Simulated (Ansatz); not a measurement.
The system is AlFe3.

```
CELL_PARAMETERS angstrom
0.00000 2.88714 2.88714
2.88714 0.00000 2.88714
2.88714 2.88714 0.00000
ATOMIC_POSITIONS crystal
Fe 0.75000 0.75000 0.75000
Fe 0.25000 0.25000 0.25000
Fe 0.50000 0.50000 0.50000
Al 0.00000 0.00000 0.00000
```

The cell comes from a database or a generator and needn't be the stable form of this composition.

Base run:

| Property | Result |
| --- | --- |
| Program | Ansatz 0.2.0 |
| Functional | PBEsol |
| Potentials or basis | Ansatz PAW |
| Cutoff | 420 eV (not typed: the program's choice for these potentials) |
| k mesh | 8 × 8 × 8 |
| Occupations | fermi-dirac, width 0.05 eV |
| Spin | no spin polarisation |

Its results: band gap on the k mesh none (metal or under the smearing width); pressure -22.0 GPa.

Task: The run is repeated on the same cell with these changes: spin from no spin polarisation to collinear spin, random start. What comes out?

Result: Band gap on the k mesh none (metal or under the smearing width); pressure -9.9 GPa; net moment 6.04 μB per cell; site moments Fe +1.94, +2.42; Al -0.08 μB.

Caveats: the PAW data sets come from PBE, with cores solved anew for the run's functional, which leaves a small shift of forces and pressure; the starting moments weren't kept (some runs).
